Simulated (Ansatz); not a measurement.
The system is MnO.

```xyz
2
Lattice="0.0000 2.2239 2.2239 2.2239 0.0000 2.2239 2.2239 2.2239 0.0000" Properties=species:S:1:pos:R:3 pbc="T T T"
Mn    0.0000    0.0000    0.0000
O     2.2239    2.2239    2.2239
```

The cell is a database's computed one.

Base run:

- Program: Ansatz 0.2.0
- Functional: PBEsol
- Potentials or basis: all-electron LAPW, scalar-relativistic
- Cutoff: 324 eV
- Density cutoff: 1296 eV
- Basis error allowed: 0.001 eV/atom
- k mesh: 10 × 10 × 10
- Occupations: fermi-dirac, width 0.05 eV
- Spin: collinear spin, ferromagnetic start
- Starting moments: [4.0, 0.0] μB
- Hubbard terms: Mn d U = 6 eV

Its results: band gap on the k mesh 0.32 eV, indirect (least direct gap 2.44 eV); pressure 5.2 GPa; net moment 5.00 μB per cell; site moments Mn +4.60; O +0.14 μB.

Problem. The run is repeated on the same cell with these changes: hubbard terms from Mn d U = 6 eV to Mn d U = 8 eV. What comes out?

Solution. Band gap on the k mesh 0.54 eV, indirect (least direct gap 2.40 eV); pressure 7.4 GPa; net moment 5.00 μB per cell; site moments Mn +4.63; O +0.10 μB.

Caveats: the magnetic state may not be the lowest; U is the effective U less J, on atomic orbitals that reach past the spheres; a cell with one magnetic atom can't hold antiferromagnetic order, which such compounds often take.

A k mesh can miss the band edges.

Not every run made on this cell is shown here.
